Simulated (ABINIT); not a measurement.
Write the native input for ABINIT 10.8.3 (patched build) that does the following.

```
Task                                            : single point
Functional                                      : PBE
Potentials or basis                             : JTH PAW PBE v2.0
Cutoff                                          : 599 eV
k mesh                                          : 7 × 7 × 7
Occupations                                     : fermi-dirac, width 0.05 eV
Spin                                            : no spin polarisation
Fine-grid cutoff                                : 1197.3 eV
Exchange and correlation inside the PAW spheres : full angular mesh (pawxcdev 0, this build's default; the released program takes 1)
```

Crystal: CdTe.

```xyz
2
Lattice="0.0000 3.2050 3.2050 3.2050 0.0000 3.2050 3.2050 3.2050 0.0000" Properties=species:S:1:pos:R:3 pbc="T T T"
Te    4.8075    4.8075    4.8075
Cd    0.0000    0.0000    0.0000
```

One way to write it, as run:

run.abi

```
# Pseudopotentials
pp_dirpath "./"
pseudos "Te.GGA_PBE-JTH.xml, Cd.GGA_PBE-JTH.xml"

# Structure
acell 3*1.0 Angstrom
rprim
     0.0000000000     3.2050000000     3.2050000000
     3.2050000000     0.0000000000     3.2050000000
     3.2050000000     3.2050000000     0.0000000000
ntypat 2
znucl 52 48
natom 2
typat 1 2
xred
     0.7500000000     0.7500000000     0.7500000000
     0.0000000000     0.0000000000     0.0000000000

# Plane-wave basis
ecut 22.0
pawecutdg 44.0

# k points
kptopt 1
ngkpt 7 7 7
nshiftk 1
shiftk 0.0 0.0 0.0

# Exchange and correlation
ixc 11

# Bands and occupations
nband 13
occopt 3
tsmear 0.05 eV

# SCF cycle
nstep 100
tolvrs 1.0e-9

# Output
iomode 3
prtwf 0
prtden 0
prteig 0
prtebands 0
enunit 2
```

Potentials or basis: JTH PAW PBE v2.0.

Run with:

```console
$ abinit run.abi > log 2>&1
```

It gave:

| Quantity | Value |
| --- | --- |
| Pressure | 3.4 GPa |
| Band gap on the k mesh | none (metal or under the smearing width) |
| Valence electrons inside the program's atomic spheres | Te 3.15; Cd 10.51 |

Wall time 70 s on 1 thread of Arm Neoverse V1, on a shared host, peak memory 0.15 GiB.
